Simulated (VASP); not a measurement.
SnO2 (Cassiterite) under changes of volume

One of the cells (12.401 Å³/atom); the others are scaled copies at fixed shape and fractional positions:

```
CELL_PARAMETERS angstrom
4.79651 0.00000 0.00000
0.00000 4.79651 0.00000
0.00000 0.00000 3.23424
ATOMIC_POSITIONS crystal
Sn 0.50000 0.50000 0.50000
Sn 0.00000 0.00000 0.00000
O 0.80620 0.19380 0.50000
O 0.69380 0.69380 0.00000
O 0.19380 0.80620 0.50000
O 0.30620 0.30620 0.00000
```

| Item | Value |
| --- | --- |
| Program | VASP 6.6.1 |
| Functional | PBE |
| Dispersion | D3(BJ) |
| Potentials or basis | VASP PAW PBE potentials, release 64 (Sn_d, O) |
| Cutoff | 520 eV |
| k mesh | 6 × 6 × 8 |
| Occupations | gaussian, width 0.02 eV |
| Spin | no spin polarisation |

```tsv
volume (Å³/atom)	energy over the lowest point (meV/atom)	pressure (GPa)	gap on the mesh (eV)	largest force (eV/Å)
11.905	?	?	?	?
12.153	3.60	4.2	1.02	0.071
12.401	0.00	0.1	0.80	0.003
12.649	2.28	-3.5	0.58	0.059
12.897	9.81	-6.6	0.37	0.117
```

Question: What does the run at 11.905 Å³/atom give?

Answer: Energy over the lowest point 13.86 meV/atom; pressure 8.7 GPa; gap on the mesh 1.26 eV; largest force 0.144 eV/Å.

Worked out: A Birch-Murnaghan fit of order 2 (a polynomial in V^(-2/3)) to the other rows has its minimum at 12.43 Å³/atom with B0 = V·E''(V) = 187 GPa at fixed shape and positions, which overstates the stiffness. It gives 13.64 meV/atom at 11.905 Å³/atom, against the run's 13.86, and -dE/dV = 8.7 GPa, against 8.7. A straight line through the other rows of the gap, of slope -11 eV per unit of ln V (its deformation potential), extrapolates to 1.25 eV, against the run's 1.26.

Energies are extrapolated to zero smearing.

Caveats: spin-orbit coupling is left out, which moves the levels of the heavy elements.
